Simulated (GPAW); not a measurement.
The system is Pt.

```
CELL_PARAMETERS angstrom
0.00000 1.96090 1.96090
1.96090 0.00000 1.96090
1.96090 1.96090 0.00000
ATOMIC_POSITIONS crystal
Pt 0.00000 0.00000 0.00000
```

| Quantity | Value |
| --- | --- |
| Program | GPAW 26.7.0 |
| Task | relaxation of cell and atoms |
| Functional | PBEsol |
| Dispersion | D3(BJ) |
| Potentials or basis | PAW data sets generated in the run's folder for this functional |
| Cutoff | 600 eV |
| Basis | pw |
| k mesh | 12 × 12 × 12 |
| Occupations | fermi-dirac, width 0.05 eV |
| Spin | no spin polarisation |

At the start: pressure -9.0 GPa; volume 15.08 Å³/atom.

Where does the relaxation end?

Over 3 steps the energy falls by 13.5 meV/atom and the volume is 14.62 Å³/atom (-3.1 %); space group Fm-3m (No. 225, to 0.05 Å).

The path:
| step | energy change (eV) | largest force (eV/Å) | pressure (GPa) | volume (Å³) |
| --- | --- | --- | --- | --- |
| 1 | 0.0000 | 0.0000 | -8.95 | 15.08 |
| 2 | -0.0132 | 0.0000 | 1.52 | 14.54 |
| 3 | -0.0135 | 0.0000 | -0.08 | 14.62 |

Final structure:
```
Pt
1.0
     0.00000    1.94072    1.94072
     1.94072    0.00000    1.94072
     1.94072    1.94072    0.00000
Pt
1
Direct
  0.00000 0.00000 0.00000
```

Caveat: later steps reuse the first step's grids; pairwise dispersion overbinds metals, which lowers pressure and volume.
